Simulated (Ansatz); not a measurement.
Crystal: Mg.

```xyz
2
Lattice="3.2093 0.0000 0.0000 -1.6046 2.7793 0.0000 0.0000 0.0000 5.2103" Properties=species:S:1:pos:R:3 pbc="T T T"
Mg    1.6047    0.9264    3.9077
Mg    0.0000    1.8529    1.3026
```

* Program: Ansatz 0.2.0
* Task: relaxation of cell and atoms
* Functional: RPBE
* Potentials or basis: Ansatz PAW
* Cutoff: 420 eV (not typed: the program's choice for these potentials)
* k mesh: 10 × 10 × 5
* Occupations: fermi-dirac, width 0.05 eV
* Spin: no spin polarisation

At the start: volume 23.24 Å³/atom.

Task: Where does the relaxation end?

Result: It ends after 5 steps and the volume is 23.79 Å³/atom (+2.4 %); space group P6_3/mmc (No. 194, to 0.05 Å).

The path:
| step | energy change (eV) | largest force (eV/Å) | volume (Å³) |
| --- | --- | --- | --- |
| 1 | 0.0000 | 0.0000 | 46.47 |
| 2 | -0.0048 | 0.0000 | 47.29 |
| 3 | -0.0071 | 0.0000 | 47.63 |
| 4 | -0.0071 | 0.0000 | 47.58 |
| 5 | -0.0071 | 0.0000 | 47.58 |

Final structure:
```cif
data_structure
_symmetry_space_group_name_H-M 'P 1'
_symmetry_Int_Tables_number 1
_cell_length_a 3.2031
_cell_length_b 3.2031
_cell_length_c 5.3545
_cell_angle_alpha 90.000
_cell_angle_beta 90.000
_cell_angle_gamma 120.000
_cell_volume 47.58
loop_
_atom_site_label
_atom_site_type_symbol
_atom_site_fract_x
_atom_site_fract_y
_atom_site_fract_z
_atom_site_occupancy
Mg1 Mg 0.66667 0.33333 0.75000 1
Mg2 Mg 0.33333 0.66667 0.25000 1
```

Caveat: the plane-wave basis is chosen anew once the cell has moved, so the energies of steps on either side of that aren't comparable; the PAW data sets come from PBE, with cores solved anew for the run's functional, which leaves a small shift of forces and pressure.
